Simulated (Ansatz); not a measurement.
**TaN, one structure, two calculations**

Cell: a COD entry, whose atoms a relaxation with PBE at fixed cell left in place.

```
Ta N
1.0
     2.93800    0.00000    0.00000
    -1.46900    2.54438    0.00000
     0.00000    0.00000    2.88300
Ta N
1 1
Cartesian
  0.0000 1.6963 1.4415
  0.0000 0.0000 0.0000
```

Atom numbers follow the list; atoms alike are taken as one site, whose name carries the number of the first.

First run. The numbers come from a DFT calculation in Ansatz (PBE, plane waves and PAW, scalar-relativistic, collinear spin, 420 eV cutoff, Γ-centred 18×18×16 k-points, Fermi–Dirac smearing 0.05 eV). Start moments as typed (μB): 2 on each Ta, none on the rest.

```
site  atom  V_zz (10²¹ V/m²)     η
  Ta     1              5.22  0.00
   N     2             0.099  0.00
```

Second run. The same atoms and settings, except that the functional is LDA.

Problem. Given the first result, estimate the second.

Solution. 

| site | atom | V_zz | η | change of V_zz |
| --- | --- | --- | --- | --- |
| Ta | 1 | 5.00 | 0.00 | -0.22 |
| N | 2 | 0.055 | 0.00 | -0.04 |

The largest change of V_zz is on Ta, from 5.22 to 5.00. In per cent, |V_zz| changes by -4 on Ta (all sites that start above 2).

The run finds no gap above 0.1 eV (a metal, or nearly one), so the gradients can move by 10 % or more with the k-mesh. Without spin–orbit coupling the gradients at and beside Ta can be off by some per cent, at some sites by more. Semilocal functionals make gaps too small and can close them, so the real compound need not be a metal. The start moments die out, and the run ends without spin.
For the first run: At this cell the principal stresses reach 5 GPa in size with PBE, which can matter for small gradients. With these PAW files V_zz is typically within 2 to 3 % of all-electron values, but misses above 10 % occur on Ta.
For the second run: At this cell the LDA pressure is -12 GPa, so with LDA the cell would shrink if it were relaxed.
